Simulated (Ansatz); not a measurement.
**Vibrational response of MoP at 18 GPa**

Theory: DFT PBE, scalar-relativistic, plane waves, PAW in Ansatz. Settings: 420 eV plane-wave cutoff, Γ-centred 18×18×14 mesh, Fermi-Dirac smearing of 0.15 eV. No spin polarisation. Phonons by linear response, acoustic sum rule imposed.

The cell, relaxed at 18 GPa:
```
Mo P
1.0
     3.15067    0.00000    0.00000
    -1.57534    2.72856    0.00000
     0.00000    0.00000    3.15023
Mo P
1 1
Direct
  0.00000 0.00000 0.00000
  0.33333 0.66667 0.50000
```

In a metal, frequencies and elastic constants depend on the k mesh and the smearing, soft modes and shear constants most. Other phases may be more stable at this pressure.

Optical modes at Γ; i marks an imaginary frequency:
```
frequency (cm⁻¹) degeneracy
             436           2
             446           1
```

All 3 optical modes at Γ are real: no displacement of atoms at fixed cell lowers the energy to second order. Strains and modes at other wave vectors aren't tested by this run.

Cost: 1 run of about 2 core-minutes, on AMD EPYC 7R43 (Zen 3) (shared hosts).